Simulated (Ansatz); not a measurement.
# Al2Cu: how settings move the results

The task, for Al2Cu: test the k-point mesh shifted by half a step.

Computed with Ansatz 0.2.0 (DFT r2SCAN, scalar-relativistic, plane waves, PAW, unless a step's input says otherwise).

2 further runs of the same task are left out: 2 for a known fault of the program. Runs told in other sessions of the task aren't counted.

## Step 1: The structure to begin with

Symmetry: P4/mmm, No. 123, tetragonal system. Conventional cell: a = 4.105 Å, b = 4.105 Å, c = 2.891 Å, α = 90.00°, β = 90.00°, γ = 90.00°. Al (site symmetry mmm) is surrounded by 4 Cu at 2.51 Å. Cu (site symmetry 4/mmm) is surrounded by 8 Al at 2.51 Å.

As a file:

```
Al Cu
1.0
     4.10518    0.00000    0.00000
     0.00000    4.10518    0.00000
     0.00000    0.00000    2.89131
Al Cu
2 1
Direct
  0.50000 0.00000 0.50000
  0.00000 0.50000 0.50000
  0.00000 0.00000 0.00000
```

Source of the structure: the Materials Project (structure only). It is taken as it stands there.

## Step 2: The base input

The input, input.yaml:

```yaml
crystal:
  lattice:
    - [4.105182, 0.0, 0.0]
    - [0.0, 4.105182, 0.0]
    - [0.0, 0.0, 2.891313]
  atoms:
    - { symbol: Al, position: [0.5, 0.0, 0.5] }
    - { symbol: Al, position: [0.0, 0.5, 0.5] }
    - { symbol: Cu, position: [0.0, 0.0, 0.0] }
basis:
  ecutwfc: 500
kpoints:
  mp_grid: { grid: [10, 10, 14] }
hamiltonian:
  xc: r2scan
scf:
  occupations: { method: gaussian, width: 0.1 }
output:
  forces: true
  stress: true
  eigenvalues: true
  populations: true
  write_density: true
  write_potential: true
  elf: true
  volumetric_format: npy
```

Its results, from an earlier run: -2570.7245 eV/atom at zero smearing, pressure -2.16 GPa, largest force 0.000 eV/Å, no gap on the mesh, in 8 SCF cycles and 38 s.

## Step 3: K-point mesh shifted by half a step: 6×6×10

The input, input.yaml:

```yaml
crystal:
  lattice:
    - [4.105182, 0.0, 0.0]
    - [0.0, 4.105182, 0.0]
    - [0.0, 0.0, 2.891313]
  atoms:
    - { symbol: Al, position: [0.5, 0.0, 0.5] }
    - { symbol: Al, position: [0.0, 0.5, 0.5] }
    - { symbol: Cu, position: [0.0, 0.0, 0.0] }
basis:
  ecutwfc: 500
kpoints:
  mp_grid: { grid: [6, 6, 10], shift: [0.5, 0.5, 0.5] }
hamiltonian:
  xc: r2scan
scf:
  occupations: { method: gaussian, width: 0.1 }
output:
  forces: true
  stress: true
  eigenvalues: true
```

Launch:

```console
> ansatz run input.yaml --threads 1 --pin off --max-ram 2560MiB --backend cpu --events-out ev --progress --plain --runs-dir out
```

## Step 4: K-point mesh shifted by half a step: 8×8×10

Changes to input.yaml since step 3:

```diff
@@ -12,3 +12,3 @@
 kpoints:
-  mp_grid: { grid: [6, 6, 10], shift: [0.5, 0.5, 0.5] }
+  mp_grid: { grid: [8, 8, 10], shift: [0.5, 0.5, 0.5] }
 hamiltonian:
```

## Step 5: K-point mesh shifted by half a step: 8×8×12

Changes to input.yaml since step 4:

```diff
@@ -12,3 +12,3 @@
 kpoints:
-  mp_grid: { grid: [8, 8, 10], shift: [0.5, 0.5, 0.5] }
+  mp_grid: { grid: [8, 8, 12], shift: [0.5, 0.5, 0.5] }
 hamiltonian:
```

(Steps that only read results are left out.)

What results come out of these runs, taken together? Wanted: largest energy shift, k-point mesh shifted by half a step.

The runs gave:

```
                                                 quantity                     value
largest energy shift, k-point mesh shifted by half a step  -6.23 meV/atom at 6×6×10
```

What this shows: The densest shifted mesh lands 0.58 meV/atom from the base run.
